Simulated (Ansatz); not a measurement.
This is a relaxation of cell and atoms with the plane-wave code Ansatz on ZnS in the NiAs-type structure; the level of theory is r2SCAN. The starting cell comes from a relaxation with PBE.

Input file:
```yaml
crystal:
  lattice:
    - [3.6241633936, 0.0, 0.0]
    - [-1.8120816968, 3.1386175663, 0.0]
    - [0.0, 0.0, 5.9139847468]
  atoms:
    - { symbol: Zn, position: [0.0, 0.0, 0.0] }
    - { symbol: Zn, position: [0.0, 0.0, 0.5] }
    - { symbol: S, position: [0.3333333333, 0.6666666667, 0.25] }
    - { symbol: S, position: [0.6666666667, 0.3333333333, 0.75] }
kpoints:
  mp_grid: { grid: [12, 12, 4] }
hamiltonian:
  xc: r2scan
scf:
  occupations: { method: fermi_dirac, width: 0.02 }
relax:
  f_tol: 0.005
  cell: {}
```

Command: `ansatz run input.yaml --threads 2 --pin off --max-ram 2211MiB --backend cpu --events-out ev --progress --plain --runs-dir out`. It took 46 s on 2 threads of Arm Neoverse N1 (shared host); peak host memory 0.54 GiB.

The log, with set-up remarks and timings taken out:
```
Functional definition: r2SCAN
Crystal: 4 atoms, lattice volume = 67.271 Å³
Basis set: ecut = 500 eV, 1737 PW (Γ)
Bands: 22, of which v1, the nominal top of the filled ones, is band 18 counted from 1 (17 counted from 0)
Symmetry: 24 space group operations
Space group: P63/mmc (ITA 194)
k-points: 57 of 576
SCF iter   1: HF=-8465.530720 eV  Δρ=1.71e-2  dr2=8.62e-2
preconditioner: auto → Resta (q_TF=auto, 2.458 Å⁻¹)  ε∞=6.9  [insulator: Δε(μ)=0.852 eV  σ=0.020 eV  ℏωp=27.2 eV]
SCF iter   2: HF=-8465.541888 eV  Δρ=4.42e-3  dr2=1.09e-2
SCF iter   3: HF=-8465.540715 eV  Δρ=4.27e-3  dr2=6.49e-3
SCF iter   4: HF=-8465.540269 eV  Δρ=4.90e-4  dr2=8.12e-5
SCF iter   5: HF=-8465.540361 eV  Δρ=2.09e-4  dr2=2.84e-5
SCF iter   6: HF=-8465.540359 eV  Δρ=3.58e-5  dr2=5.91e-7
SCF iter   7: HF=-8465.540360 eV  Δρ=9.37e-6  dr2=6.34e-8
SCF 1 converged in 7 iterations: F = -8465.540360 eV  dr2 = 6.34e-8
relax step 1: F+E_penalty+E_count = -8465.54036018 eV  P = -2.297 GPa  Ω = 67.271 Å³
SCF 2 converged in 7 iterations: F = -8465.552740 eV  dr2 = 7.04e-8
relax step 2: F+E_penalty+E_count = -8465.55274045 eV  P = -0.316 GPa  Ω = 65.823 Å³
SCF 3 converged in 5 iterations: F = -8465.553078 eV  dr2 = 1.53e-7
relax step 3: F+E_penalty+E_count = -8465.55307771 eV  P = +0.039 GPa  Ω = 65.592 Å³
SCF 4 converged in 4 iterations: F = -8465.553095 eV  dr2 = 2.05e-8
relax step 4: F+E_penalty+E_count = -8465.55309501 eV  P = +0.002 GPa  Ω = 65.614 Å³
SCF 5 converged in 6 iterations: F = -8465.552705 eV  dr2 = 9.25e-12
relax step 5: F+E_penalty+E_count = -8465.55270481 eV  P = -0.005 GPa  Ω = 65.614 Å³  (SCF on a basis re-selected at this cell)
SCF converged after 6 iterations
Free energy (F): -8465.552705 eV
Fermi energy:    8.555918 eV
--- Per-component energies (eV) ---
  E_band       = 77.230610
  E_kinetic    = 475.545728
  E_local      = -3677.883890
  E_nonlocal   = 1299.587243
  E_hartree    = 1551.582948
  E_xc         = -430.467407
  E_vxc        = -294.187052
  E_paw        = -4926.185544
  E_vpaw       = -843.002449
  E_vtau       = 14.005159
  E_ewald      = -2757.146901
  E_core_change = -0.584771
--- Stress (GPa, compression-positive) ---
       -0.003586       0.000000       0.000000
        0.000000      -0.003586       0.000000
        0.000000       0.000000      -0.006389
  P = ⅓ Tr σ = -0.0045 GPa (-0.045 kbar)
--- Relaxed structure (4 steps of the walk, 4 accepted, 1 SCFs on fresh bases) ---
  F+E_penalty+E_count = -8465.55270481 eV
  cell:  # Å, volume = 65.6142 Å³
    - [3.589590, 0.000000, 0.000000]
    - [-1.794795, 3.108677, 0.000000]
    - [0.000000, 0.000000, 5.879997]
  atoms:
    - { symbol: Zn, position: [0.000000, 0.000000, 0.000000] }
    - { symbol: Zn, position: [0.000000, 0.000000, 0.500000] }
    - { symbol: S, position: [0.333333, 0.666667, 0.250000] }
    - { symbol: S, position: [0.666667, 0.333333, 0.750000] }
```

The walk took 4 steps and changed the volume by -2.5 %. The last SCF, on a fresh basis, lies 3.1 meV an atom below the first. At the end: it is hexagonal, P6_3/mmc (No. 194); conventional cell a = 3.590 Å, c = 5.880 Å, 16.40 Å³ an atom. Zn has 6 S at 2.54 Å; S has 6 Zn at 2.54 Å.

The calculation is spin-unpolarised, and the structure need not be a phase that has been made.
